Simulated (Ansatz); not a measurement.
Here is an Ansatz 0.2.0 calculation.

The input input.yaml:

```yaml
crystal:
  lattice:
    - [-1.6749232544, 1.6749232544, 5.7401081759]
    - [1.6749232544, -1.6749232544, 5.7401081759]
    - [1.6749232544, 1.6749232544, -5.7401081759]
  atoms:
    - { symbol: Nb, position: [0.2498808, 0.7498808, 0.5] }
    - { symbol: Nb, position: [0.4998808, 0.4998808, 0.0] }
    - { symbol: P, position: [0.83274777, 0.33274777, 0.5] }
    - { symbol: P, position: [0.08274777, 0.08274777, 0.0] }
hamiltonian:
  xc: pbe
  pseudopotentials: { kind: nc, source: spms }
kpoints:
  mp_grid: { grid: [11, 11, 11] }
scf:
  occupations: { method: fermi_dirac, width: 0.05 }
output:
  forces: true
  stress: true
  eigenvalues: true
relax:
  f_tol: 0.01
  max_steps: 40
  cell: { stress_tol: 0.05 }
```

Potentials or basis: SPMS NC.

Run with:

```sh
$ ansatz run input.yaml --threads 2 --pin off --max-ram 5632MiB --backend cpu --events-out ev --progress --plain --runs-dir out
```

Q: Predict the relaxed cell.

A: a = 6.187 Å, b = 6.187 Å, c = 6.187 Å, α = 148.60°, β = 148.60°, γ = 44.99°.

Q: Predict the space group after relaxing (to 0.05 Å).

A: I4_1md (No. 109).

Q: What does it give for the relaxed volume?

A: 16.02 Å³/atom.

Q: Predict the band gap on the k mesh.

A: None (metal or under the smearing width).

Step by step:
```
step  energy change (eV)  largest force (eV/Å)  volume (Å³)
   1              0.0000                0.0163        64.41
   2             -0.0008                0.0153        63.82
   3             -0.0015                0.0002        64.07
   4             -0.0013                0.0001        64.07
```

Caveat: the plane-wave basis is chosen anew once the cell has moved, so the energies of steps on either side of that aren't comparable.
